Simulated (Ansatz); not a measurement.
## Os in Ansatz: the effect of functional

The system is Os.

```
Os
1.0
     2.67829    0.00000    0.00000
    -1.33914    2.31946    0.00000
     0.00000    0.00000    4.23152
Os
2
Cartesian
  1.3391 0.7732 3.1736
  0.0000 1.5463 1.0579
```

The cell isn't the ideal one: volume scaled by 0.94.

Alike in all runs:

```yaml
Program: Ansatz 0.2.0
Task: single point
Potentials_or_basis: Ansatz PAW
k_mesh: 11 × 11 × 6
Occupations: fermi-dirac, width 0.05 eV
Spin: no spin polarisation
```

```tsv
functional	cutoff	pressure (GPa)
LDA	420 eV (not typed: the program's choice for these potentials)	20.6
r2SCAN	500 eV (not typed: the program's choice for these potentials)	?
PBE	420 eV (not typed: the program's choice for these potentials)	40.2
```

What does the run with functional r2SCAN give?

Pressure 32.0 GPa.

Caveats: the PAW data sets come from PBE, with cores solved anew for the run's functional, which leaves a small shift of forces and pressure (some runs).
